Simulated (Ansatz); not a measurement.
Starting cell, SrF$_{2}$ (fluorite):

```xyz
6
Lattice="0.0000 5.8573 5.8573 2.9286 2.9286 5.8573 2.9286 2.9286 0.0000" Properties=species:S:1:pos:R:3 pbc="T T T"
Sr     0.0000     0.0000     0.0000
Sr     2.9286     5.8573     2.9286
F      1.4643     1.4643     1.4643
F      1.4643     4.3930     4.3930
F      4.3930     4.3930     4.3930
F      4.3930     7.3216     7.3216
```

The atoms are displaced by Q × the pattern below (from a DFPT mode at X = (0.5, 0.5, 0.0), largest move 1; Q in Å), at fixed cell. (q is in reciprocal vectors of the primitive cell; the cell shown is doubled to hold the pattern.)

```tsv
atom	x	y	z
F3	0.000	0.000	1.000
F4	0.000	0.000	-1.000
F5	0.000	0.000	-1.000
F6	0.000	0.000	1.000
```

Atoms not listed stay in place.

Computed with PBE (plane waves to 420 eV, PAW, scalar-relativistic; Ansatz, a quantum-chemistry and plane-wave program). k mesh 10×10×10 (Γ-centred), Fermi-Dirac smearing 0.05 eV. The energy includes the smearing's −TS. SrF2 was relaxed with its symmetry unable to fall. ΔE is measured from the undisplaced structure.

Question: Predict the ΔE (eV/cell) and −dE/dQ from forces (eV/Å) at Q (Å) = -0.233, -0.187, -0.093, -0.047, 0.047, 0.140, 0.233, 0.280.

Answer: 
```json
[
 {"Q (Å)": "-0.233", "ΔE (eV/cell)": "0.912", "−dE/dQ from forces (eV/Å)": "8.143"},
 {"Q (Å)": "-0.187", "ΔE (eV/cell)": "0.575", "−dE/dQ from forces (eV/Å)": "6.318"},
 {"Q (Å)": "-0.093", "ΔE (eV/cell)": "0.141", "−dE/dQ from forces (eV/Å)": "3.044"},
 {"Q (Å)": "-0.047", "ΔE (eV/cell)": "0.035", "−dE/dQ from forces (eV/Å)": "1.509"},
 {"Q (Å)": "0.047", "ΔE (eV/cell)": "0.035", "−dE/dQ from forces (eV/Å)": "-1.509"},
 {"Q (Å)": "0.140", "ΔE (eV/cell)": "0.320", "−dE/dQ from forces (eV/Å)": "-4.635"},
 {"Q (Å)": "0.233", "ΔE (eV/cell)": "0.912", "−dE/dQ from forces (eV/Å)": "-8.143"},
 {"Q (Å)": "0.280", "ΔE (eV/cell)": "1.339", "−dE/dQ from forces (eV/Å)": "-10.181"}
]
```

(A displaced cell: forces are minus the slopes of the energy, force constants its curvatures, and phonons follow from these.)
